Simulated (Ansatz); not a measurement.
# Blue phosphorene bilayer (AB) in a perpendicular field, part 2 of 3

Aim: how the blue phosphorene bilayer (AB) screens a field along its normal, and what the field does to its bands. A positive field points along +c.

Ansatz 0.2.0; plane-wave DFT, PBE-D3(BJ), Ansatz PAW.

So far. Step 2 (Relaxing the slab): The lattice constant a goes from 3.280 to 3.257 Å.

## (3) Atoms held, field 0, start network

A sawtooth potential applies the field, turning back in the middle of the vacuum. With the dipole correction the typed value is the field outside the slab. The induced dipole is small, so the SCF threshold is tight.

The cell differs from the one that the last finished run ended in (c 42.380 → 23.825 Å).

input.yaml reads:

```yaml
crystal:
  lattice:
    - [3.2574557869, 0.0, 0.0]
    - [-1.6287278934, 2.8210394631, 0.0]
    - [0.0, 0.0, 23.824965947]
  atoms:
    - { symbol: P, position: [0.6666666667, 0.3333333333, 0.3777549995] }
    - { symbol: P, position: [0.3333333333, 0.6666666667, 0.4299179106] }
    - { symbol: P, position: [0.0, 0.0, 0.5700820894] }
    - { symbol: P, position: [0.6666666667, 0.3333333333, 0.6222450005] }
kpoints:
  mp_grid: { grid: [18, 18, 1] }
  band_path:
    path: [[0, 0, 0], [0.5, 0, 0], [0.33333333, 0.33333333, 0], [0, 0, 0]]
    npoints: 16
hamiltonian:
  xc: pbe
  dispersion: d3bj
scf:
  occupations: { method: fermi_dirac, width: 0.02585 }
  convergence: { dr2_threshold: 1.0e-10 }
efield:
  axis: 3
  dipole_correction: true
  ramp_position: 0.97
  ramp_width: 0.06
  amplitude: 0
output:
  dos: { projected: true, e_range: [-6, 5] }
  write_potential: true
  write_density: true
  volumetric_format: npy
  elf: true
```

Command:

```
$ ansatz run input.yaml --threads 2 --pin off --max-ram 4096MiB --backend cpu --events-out ev --progress --plain --runs-dir out
```

Numbers of over 12 decimals in the logs are rounded to 6 here.

The log of the run:

```text
[...]
Crystal: 4 atoms, lattice volume = 218.937 Å³
Basis set: ecut = 420 eV, 4375 PW (Γ)
Bands: 14, of which v1, the nominal top of the filled ones, is band 10 counted from 1 (9 counted from 0)
Symmetry: 6 space group operations
k-points: 37 of 324 (time reversal used)
[...]
SCF iter   1: F=—  HF=-3023.647520 eV  |F-HF|=—  |Δ(HF+E_count)|=         —  Δρ=1.44e-3  dr2=2.44e-2  ethr=1.77e-3  p=0.000 e·Å  D=3.14e-14 V/Å  ΔV_dip=-0.00 eV  dr2_dipole=6.12e-8  V_vac-E_F(+/−)=4.84/4.84 eV  ⟨swp⟩=10.5  Hψ=4822  notcnv=0
efield: sawtooth ramp at fractional position 0.9700 (set: `efield.ramp_position`, or a place that a band, a saddle search or an elastic batch's reference lends), width 0.0600; the density the first Hamiltonian is built on has a dipole p = 0.000 e·Å; the dipole correction subtracts the counter field D = 3.14e-14 V/Å, which shifts the + side's vacuum level by -0.00 eV against the − side's; the planar-averaged density in the ramp window peaks in size at 2.3e-6 e/Å³
[...]
SCF iter   2: F=—  HF=-3023.661854 eV  |F-HF|=—  |Δ(HF+E_count)|=   1.43e-2  Δρ=2.66e-3  dr2=1.29e-1  ethr=1.22e-4  p=-0.000 e·Å  D=-1.59e-4 V/Å  ΔV_dip=0.00 eV  dr2_dipole=8.83e-7  V_vac-E_F(+/−)=5.19/5.19 eV  ⟨swp⟩=4.6  Hψ=1536  notcnv=0
[...]
SCF iter  10: F=-3023.645115 eV  HF=-3023.645115 eV  |F-HF|=7.64e-11  |Δ(HF+E_count)|=  8.35e-10  Δρ=1.72e-7  dr2=3.90e-11  ethr=1.00e-12  p=0.000 e·Å  D=6.35e-9 V/Å  ΔV_dip=-0.00 eV  dr2_dipole=2.26e-15  V_vac-E_F(+/−)=5.02/5.02 eV  ⟨swp⟩=2.9  Hψ=2403  notcnv=0
SCF 1 converged in 10 iterations: F = -3023.645115 eV  dr2 = 3.90e-11
[...]
NSCF: frozen V_eff on 49 k-points
efield: sawtooth ramp at fractional position 0.9700 (kept from the solve that this one continues, or follows in the run), width 0.0600; the density the first Hamiltonian is built on has a dipole p = 0.000 e·Å; the dipole correction subtracts the counter field D = 6.35e-9 V/Å, which shifts the + side's vacuum level by -0.00 eV against the − side's; the planar-averaged density in the ramp window peaks in size at 6.8e-8 e/Å³
WARN: The output density's exchange-correlation potential varies sharply where the density is thin. Do not read a vacuum level from v_tot or v_xc, or from such a field of the output density. On a cell that repeats whose density bears no net charge and no dipole along the vacuum's axis use v_es (v_loc + v_h of the components); under efield.dipole_correction with no amplitude use v_es + v_field, which holds any externa [...]
SCF converged after 10 iterations
Free energy (F): -3023.645115 eV
[...]
Internal energy: -3023.645115 eV  (E = F + TS)
E sigma→0 (E₀):  -3023.645115 eV
Fermi energy:    -0.692482 eV
Dipole field:    D = 0.000000 V/Å  (p = 0.000000 e·Å, saw-weighted, corrected)
Work function:   Φ+ = 5.0226 eV   Φ− = 5.0226 eV
Levels:          The Fermi level and band energies are counted from a zero that moves with the ramp; work functions are not
[...]
--- Band table (eV; the first three rows and the last of 37) ---
  k-point 0: bands = [... 6 lower, -1.9236, -1.9198, -1.9198, -1.4505, 2.0643, 2.0643, 2.0709, 2.1541]
  k-point 1: bands = [... 6 lower, -2.3578, -2.0501, -2.0336, -1.4237, 1.9215, 2.0160, 2.2161, 2.3136]
  k-point 2: bands = [... 6 lower, -2.8189, -2.3587, -2.3308, -1.3694, 1.5575, 1.6455, 2.5906, 2.6990]
  k-point 36: bands = [... 6 lower, -3.7034, -3.6741, -3.6741, -3.5119, 0.2734, 0.2734, 2.9853, 3.6698]
```

Wall time 21 s (2 threads of Intel Xeon at 2.50GHz (Skylake/Cascade Lake), shared host); peak memory 0.48 GiB; 41 s of CPU time.

This step gave:

- gap on the k-mesh: 1.174 eV
- dipole along the normal: 8.16e-8 e·Å
- gap along the path: 1.160 eV
- smallest direct gap along the path: 1.707 eV
- ionisation energy, upper face: 5.625 eV
- electron affinity, upper face: 4.465 eV
- gap, the smaller of path and mesh: 1.160 eV

Running mean over a fixed 2.5 Å (it still follows the layers) of the planar mean; the ramp of the sawtooth is left out. Table of electron's electrostatic potential energy less the Fermi level by z:

```
z (Å)  electron's electrostatic potential energy less the Fermi level (eV)
  3.0                                                                 5.02
  3.5                                                                 5.02
  4.0                                                                 5.02
  4.5                                                                 5.02
  5.0                                                                 5.02
  5.5                                                                 5.01
  6.0                                                                 4.97
  6.5                                                                 4.82
  7.0                                                                 4.19
  7.5                                                                 2.00
  8.0                                                                -1.43
  8.5                                                                -4.51
  9.0                                                                -7.76
  9.5                                                                -10.1
 10.0                                                                -9.20
 10.5                                                                -6.09
 11.0                                                                -3.14
 11.5                                                               -0.294
 12.0                                                                0.849
 12.5                                                                -1.27
 13.0                                                                -4.12
 13.5                                                                -7.24
 14.0                                                                -9.93
 14.5                                                                -9.56
 15.0                                                                -6.60
 15.5                                                                -3.47
 16.0                                                               -0.208
 16.5                                                                 3.00
 17.0                                                                 4.51
 17.5                                                                 4.90
 18.0                                                                 4.99
 18.5                                                                 5.01
 19.0                                                                 5.02
 19.5                                                                 5.02
 20.0                                                                 5.02
 20.5                                                                 5.02
```

The density of states has structure finer than the step of the table below, so its rows give means over 0.25 eV, whole bins alone (the curve runs from -6 to 2.52 eV). Peaks (eV: height): -4.920: 4.07, -2.170: 4.58, -2.060: 3.96, -1.670: 5.90, -0.620: 7.83, 0.970: 4.28, 2.130: 4.07.

The density of states by energy, zero at the Fermi level of the run, which the smearing sets inside the gap; means over each step:

energy (eV), density of states (states/eV a cell) and a bar:
```
    -5.75       0.67 #####
    -5.50       1.98 ##############
    -5.25       2.49 ##################
    -5.00       3.28 ########################
    -4.75       2.47 ##################
    -4.50       2.09 ###############
    -4.25       2.00 ###############
    -4.00       2.35 #################
    -3.75       2.97 ######################
    -3.50       2.83 #####################
    -3.25       1.74 #############
    -3.00       1.18 #########
    -2.75       2.02 ###############
    -2.50       2.16 ################
    -2.25       2.69 ####################
    -2.00       3.31 ########################
    -1.75       4.13 ##############################
    -1.50       1.44 ##########
    -1.25       0.93 #######
    -1.00       0.79 ######
    -0.75       2.15 ################
    -0.50       0.46 ###
    -0.25       0.00 
     0.00       0.00 
     0.25       0.00 
     0.50       0.06 
     0.75       0.77 ######
     1.00       1.85 #############
     1.25       2.59 ###################
     1.50       2.74 ####################
     1.75       2.29 #################
     2.00       2.90 #####################
     2.25       2.87 #####################
```

Projected DOS per atom over height of the atomic layer and energy from the Fermi level. Layers: P P P P from below.

Values in states/eV, 22 rows by 4 columns, each cell a mean:
```
0.53 0.54 0.54 0.53
0.61 0.62 0.62 0.61
0.56 0.55 0.55 0.56
0.52 0.51 0.51 0.52
0.20 0.19 0.19 0.20
0.01 0.01 0.01 0.01
0.00 0.00 0.00 0.00
0.00 0.00 0.00 0.00
0.44 0.47 0.47 0.44
0.20 0.21 0.21 0.20
0.61 0.56 0.56 0.61
0.89 0.81 0.81 0.89
0.62 0.61 0.61 0.62
0.54 0.48 0.48 0.54
0.33 0.34 0.34 0.33
0.64 0.65 0.65 0.64
0.66 0.67 0.67 0.66
0.50 0.51 0.51 0.50
0.54 0.54 0.54 0.54
0.73 0.70 0.70 0.73
0.53 0.61 0.61 0.53
0.17 0.17 0.17 0.17
```
Columns: height of the atomic layer (Å) from 9 to 14.8 (not evenly spaced); rows upwards: energy from the Fermi level (eV) from -5.96 to 2.5.

Electronic bands along the path, in eV, zero at the Fermi level of the run, which the smearing sets inside the gap:

```
  point  band 7  band 8  band 9  band 10  band 11  band 12  band 13  band 14
      Γ   -1.23   -1.23   -1.23    -0.76     2.76     2.76     2.76     2.85
halfway   -2.62   -2.58   -1.72    -0.71     1.10     1.24     3.64     4.10
      M   -3.45   -3.41   -2.88    -2.24     0.76     0.96     1.75     2.92
halfway   -3.77   -3.74   -2.73    -2.24     1.39     2.18     2.99     3.14
      K   -3.01   -2.98   -2.98    -2.82     0.97     0.97     3.68     4.36
halfway   -3.93   -3.89   -1.61    -0.74     2.17     2.67     3.07     3.19
      Γ   -1.23   -1.23   -1.23    -0.76     2.76     2.76     2.76     2.85
```

Valence density in the ca plane at fractional y = 0.333, with atoms of P within 0.2 Å of it. It is the smooth field of the valence electrons, not physical close to the nuclei.

Ten even steps from '0' (0.00 e/Å³) to '9' (0.73 e/Å³), each cell a mean:
```
00000000000136787532100001246887521000000000
00000000000378568521000000136866952000000000
00000000001388237521000000136623962000000000
00000000000278678521000000136867951000000000
00000000000135787532100001246776521000000000
00000000000012345553210012455543110000000000
00000000000001234554210013455421100000000000
00000000000012345543200012455543210000000000
```
Columns run along c (16.0 Å, from fractional 0.16 to 0.83 of the cell), rows up along a (3.3 Å). Atoms in or near the plane, at fractional coordinates: P at (0.38, 0.67), P at (0.62, 0.67).

ELF in the ca plane at fractional y = 0.333, with atoms of P within 0.2 Å of it. It is the smooth field of the valence electrons, not physical close to the nuclei.

Ten even steps from '0' (0.00) to '9' (0.97), each cell a mean:
```
00000000247888777654210023457777888631000000
00000002479997236531000001246523999863100000
00000002589996004421000000135201899974100000
00000001479997336531100001246534999863100000
00000000146888777654310023457777887531000000
00000000001234456667630146766654432100000000
00000000000001235667740157765432100000000000
00000000001344566666630146666655442100000000
```
Columns run along c (16.0 Å, from fractional 0.16 to 0.83 of the cell), rows up along a (3.3 Å). Atoms in or near the plane, at fractional coordinates: P at (0.38, 0.67), P at (0.62, 0.67).

Electrostatic potential energy in the ca plane at fractional y = 0.333, with atoms of P within 0.2 Å of it. With pseudopotentials it is smooth inside the atoms' cores, unlike the true potential.

Values in eV, 5 rows by 16 columns, each cell a mean:
```
  4   4   4   4  -7 -30  -4   2   3   1 -14 -27   1   4   4   4
  4   4   4   4 -20 -54  -8   3   3   2 -29 -50  -1   4   4   4
  4   4   4   4  -7 -32  -4   2   3   1 -14 -28   1   4   4   4
  4   4   4   4   2  -3  -7   0   3  -4  -5  -1   3   4   4   4
  4   4   4   4   2  -2  -7   0   3  -4  -5  -1   3   4   4   4
```
Columns run along c (16.0 Å, from fractional 0.16 to 0.83 of the cell; values clipped at the 3rd and 97th percentile), rows up along a (3.3 Å). Atoms in or near the plane, at fractional coordinates: P at (0.38, 0.67), P at (0.62, 0.67).

The gap is 1.16 eV, with the valence edge 5.62 eV and the conduction edge 4.46 eV under the upper vacuum level.

## (4) Single point, field 0.05 V/Å

Edit input.yaml of step 3 so:

```diff
@@ -26,5 +26,4 @@
   ramp_width: 0.06
-  amplitude: 0
+  amplitude: 0.05
 output:
-  dos: { projected: true, e_range: [-6, 5] }
   write_potential: true
@@ -32,2 +31 @@
   volumetric_format: npy
-  elf: true
```

The log of the run:

```text
[...]
Crystal: 4 atoms, lattice volume = 218.937 Å³
Basis set: ecut = 420 eV, 4375 PW (Γ)
Bands: 14, of which v1, the nominal top of the filled ones, is band 10 counted from 1 (9 counted from 0)
Symmetry: 6 space group operations
k-points: 37 of 324 (time reversal used)
[...]
--- Band table (eV; the first three rows and the last of 37) ---
  k-point 0: bands = [... 6 lower, -1.9409, -1.9028, -1.9028, -1.4504, 2.0605, 2.0605, 2.0664, 2.1582]
  k-point 1: bands = [... 6 lower, -2.3452, -2.0627, -2.0213, -1.4236, 1.9176, 2.0196, 2.2124, 2.3170]
  k-point 2: bands = [... 6 lower, -2.8192, -2.3684, -2.3213, -1.3692, 1.5534, 1.6493, 2.5872, 2.7022]
  k-point 36: bands = [... 6 lower, -3.7061, -3.6909, -3.6575, -3.5095, 0.2545, 0.2920, 2.9849, 3.6491]
[key lines of the parts left out:]
SCF converged after 12 iterations
Free energy (F): -3023.645597 eV
Fermi energy:    -0.692852 eV
Dipole field:    D = 0.015941 V/Å  (p = 0.019287 e·Å, saw-weighted, corrected)
```

Elapsed: 19 s, on 2 threads; peak memory 0.46 GiB.

The dipole is 0.0193 e·Å, and the gap 1.159 eV.

## (5) Atoms held, field -0.05 V/Å

Edit input.yaml of step 4 so:

```diff
@@ -26,3 +26,3 @@
   ramp_width: 0.06
-  amplitude: 0.05
+  amplitude: -0.05
 output:
```

The log of the run:

```text
[...]
Crystal: 4 atoms, lattice volume = 218.937 Å³
Basis set: ecut = 420 eV, 4375 PW (Γ)
Bands: 14, of which v1, the nominal top of the filled ones, is band 10 counted from 1 (9 counted from 0)
Symmetry: 6 space group operations
k-points: 37 of 324 (time reversal used)
[...]
--- Band table (eV; the first three rows and the last of 37) ---
  k-point 0: bands = [... 6 lower, -1.9409, -1.9028, -1.9028, -1.4504, 2.0605, 2.0605, 2.0664, 2.1582]
  k-point 1: bands = [... 6 lower, -2.3452, -2.0627, -2.0213, -1.4236, 1.9176, 2.0196, 2.2124, 2.3170]
  k-point 2: bands = [... 6 lower, -2.8192, -2.3684, -2.3213, -1.3692, 1.5534, 1.6493, 2.5872, 2.7022]
  k-point 36: bands = [... 6 lower, -3.7061, -3.6909, -3.6575, -3.5095, 0.2545, 0.2920, 2.9849, 3.6491]
[key lines of the parts left out:]
SCF converged after 12 iterations
Free energy (F): -3023.645597 eV
Fermi energy:    -0.692851 eV
Dipole field:    D = -0.015940 V/Å  (p = -0.019286 e·Å, saw-weighted, corrected)
```

The job ended after 19 s (2 threads; peak memory 0.46 GiB).

The dipole is -0.0193 e·Å, and the gap 1.159 eV.

## (6) Atoms held, field 0.1 V/Å

Edit input.yaml of step 5 so:

```diff
@@ -24,5 +24,5 @@
   dipole_correction: true
-  ramp_position: 0.97
-  ramp_width: 0.06
-  amplitude: -0.05
+  ramp_position: 0.9484
+  ramp_width: 0.1033
+  amplitude: 0.1
 output:
```

The log of the run:

```text
[...]
Crystal: 4 atoms, lattice volume = 218.937 Å³
Basis set: ecut = 420 eV, 4375 PW (Γ)
Bands: 14, of which v1, the nominal top of the filled ones, is band 10 counted from 1 (9 counted from 0)
Symmetry: 6 space group operations
k-points: 37 of 324 (time reversal used)
[...]
--- Band table (eV; the first three rows and the last of 37) ---
  k-point 0: bands = [... 6 lower, -1.9603, -1.8844, -1.8844, -1.4501, 2.0503, 2.0503, 2.0548, 2.1686]
  k-point 1: bands = [... 6 lower, -2.3274, -2.0813, -2.0037, -1.4232, 1.9074, 2.0288, 2.2024, 2.3260]
  k-point 2: bands = [... 6 lower, -2.8205, -2.3857, -2.3050, -1.3689, 1.5425, 1.6591, 2.5779, 2.7105]
  k-point 36: bands = [... 6 lower, -3.7137, -3.7081, -3.6413, -3.5028, 0.2352, 0.3102, 2.9837, 3.6281]
[key lines of the parts left out:]
SCF converged after 12 iterations
Free energy (F): -3023.647044 eV
Fermi energy:    -0.694021 eV
Dipole field:    D = 0.031883 V/Å  (p = 0.038576 e·Å, saw-weighted, corrected)
```

Run time: 20 s. Hardware: 2 threads; peak memory 0.45 GiB.

The dipole is 0.0386 e·Å, and the gap 1.155 eV.

## (7) Single point, field -0.1 V/Å

Edit input.yaml of step 6 so:

```diff
@@ -26,3 +26,3 @@
   ramp_width: 0.1033
-  amplitude: 0.1
+  amplitude: -0.1
 output:
```

The log of the run:

```text
[...]
Crystal: 4 atoms, lattice volume = 218.937 Å³
Basis set: ecut = 420 eV, 4375 PW (Γ)
Bands: 14, of which v1, the nominal top of the filled ones, is band 10 counted from 1 (9 counted from 0)
Symmetry: 6 space group operations
k-points: 37 of 324 (time reversal used)
[...]
--- Band table (eV; the first three rows and the last of 37) ---
  k-point 0: bands = [... 6 lower, -1.9601, -1.8842, -1.8842, -1.4499, 2.0505, 2.0505, 2.0550, 2.1687]
  k-point 1: bands = [... 6 lower, -2.3273, -2.0811, -2.0035, -1.4231, 1.9075, 2.0290, 2.2026, 2.3262]
  k-point 2: bands = [... 6 lower, -2.8203, -2.3856, -2.3048, -1.3687, 1.5427, 1.6593, 2.5781, 2.7106]
  k-point 36: bands = [... 6 lower, -3.7136, -3.7079, -3.6412, -3.5026, 0.2354, 0.3104, 2.9838, 3.6283]
[key lines of the parts left out:]
SCF converged after 12 iterations
Free energy (F): -3023.647044 eV
Fermi energy:    -0.693859 eV
Dipole field:    D = -0.031883 V/Å  (p = -0.038576 e·Å, saw-weighted, corrected)
```

Wall time 21 s (2 threads); peak memory 0.46 GiB; 41 s of CPU time.

The dipole is -0.0386 e·Å, and the gap 1.155 eV.

## (8) Single point, field 0.2 V/Å

Edit input.yaml of step 7 so:

```diff
@@ -26,3 +26,3 @@
   ramp_width: 0.1033
-  amplitude: -0.1
+  amplitude: 0.2
 output:
```

The log of the run:

```text
[...]
Crystal: 4 atoms, lattice volume = 218.937 Å³
Basis set: ecut = 420 eV, 4375 PW (Γ)
Bands: 14, of which v1, the nominal top of the filled ones, is band 10 counted from 1 (9 counted from 0)
Symmetry: 6 space group operations
k-points: 37 of 324 (time reversal used)
[...]
--- Band table (eV; the first three rows and the last of 37) ---
  k-point 0: bands = [... 6 lower, -1.9998, -1.8484, -1.8484, -1.4486, 2.0199, 2.0199, 2.0215, 2.1975]
  k-point 1: bands = [... 6 lower, -2.2915, -2.1203, -1.9681, -1.4217, 1.8766, 2.0559, 2.1723, 2.3527]
  k-point 2: bands = [... 6 lower, -2.8250, -2.4240, -2.2701, -1.3672, 1.5108, 1.6872, 2.5491, 2.7359]
  k-point 36: bands = [... 6 lower, -3.7432, -3.7401, -3.6098, -3.4797, 0.1960, 0.3458, 2.9789, 3.5853]
[key lines of the parts left out:]
SCF converged after 12 iterations
Free energy (F): -3023.652831 eV
Fermi energy:    -0.698361 eV
Dipole field:    D = 0.063792 V/Å  (p = 0.077183 e·Å, saw-weighted, corrected)
```

Elapsed: 20 s, on 2 threads; peak memory 0.46 GiB.

The dipole is 0.0772 e·Å, and the gap 1.143 eV.

(Part 2 of 3 ends here.)

[Logs are printed without paths, hosts, clocks, repeated set-up lines and the standing remarks that a program may print on its own settings, such as how far it seeks lower states.]

[Hosts, paths, dates, database ids (printed as entryN), source tags and the programs' standing remarks are cut or masked in the printed files.]

[Maps of the electrostatic potential energy from Ansatz leave out the sawtooth potential of an applied field or a dipole correction, so their vacuum need not be flat; planar profiles and work functions include it.]

[The density of states shown here was stored with 400 of the rows of the run's finer table, so its peaks can read low, often by over a quarter, or be missed, and its means over a window can be off by a tenth or more.]
